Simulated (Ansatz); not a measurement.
**Response of Sn to small distortions**

```
CELL_PARAMETERS angstrom
-1.72654 1.77555 2.33834
1.72654 -1.77555 2.33834
1.72654 1.77555 -2.33834
ATOMIC_POSITIONS crystal
Sn 0.00000 0.00000 0.00000
```

The conventional cell has a = 3.453 Å, b = 3.551 Å, c = 4.677 Å, α = 90.00°, β = 90.00°, γ = 90.00°. Sn (atom 1) has 12 Sn at 3.41 to 3.55 Å as nearest neighbours.

The cell is the one relaxed in the Materials Project (mp-623511), not relaxed further here; entries there can be hypothetical.

No spin–orbit coupling, which matters for the heavy atoms here.

The calculation used DFT, PBEsol, all-electron LAPW, scalar-relativistic in Ansatz 0.2.0.

Numerical set-up: a Γ-centred 16×16×16 k mesh, Fermi–Dirac smearing of 0.03 eV, basis error target 1 meV/atom, no spin polarisation.

The unchanged cell is at -3.57 GPa.

In a metal, stresses and small energies carry noise from the k mesh.

x, y and z are the Cartesian axes of the cell as listed; fractional coordinates follow a strain, and an engineering shear is twice the off-diagonal strain component.

With this change (z strained by +2 % at fixed volume), what becomes of the energy and stress?

Energy change under 1 meV/atom; stress change (xx, yy, zz, yz, xz, xy) 0.09, -0.10, -0.02, 0.00, 0.00, 0.00 GPa, compression positive.

With this change (xy engineering shear strain of -4 %), what becomes of the energy and stress?

Energy change under 1 meV/atom; stress change (xx, yy, zz, yz, xz, xy) -0.20, -0.21, 0.27, 0.00, 0.00, 0.00 GPa, compression positive.
